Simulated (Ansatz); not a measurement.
Pressure series in LaAlO3

Start from LaAlO3 (space group R-3c, No. 167; a = 5.367 Å, c = 13.108 Å (hexagonal axes)).

Cell and atoms are relaxed at each pressure.

Computed with DFT with r2SCAN, PAW potentials and a 500 eV plane-wave cutoff in Ansatz (a program for electronic structure), no spin-orbit coupling, earlier PAW set.

```
P (GPa)  V (Å³/atom)
-------  -----------
-2.00         11.012
-1.00         10.955
1.81          10.804
4.21          10.682
9.01          10.460
18.00         10.098
```

A third-order Birch–Murnaghan fit to these points gives V₀ = 10.90 Å³/atom, B₀ = 200 GPa and B₀′ = 4.2. At pressure 18 GPa the volume is 92.6 % of V₀.

Load acts through the strain it causes; cell and atoms are relaxed under it. No phonon test of stability was made. No other phases were tried under pressure.
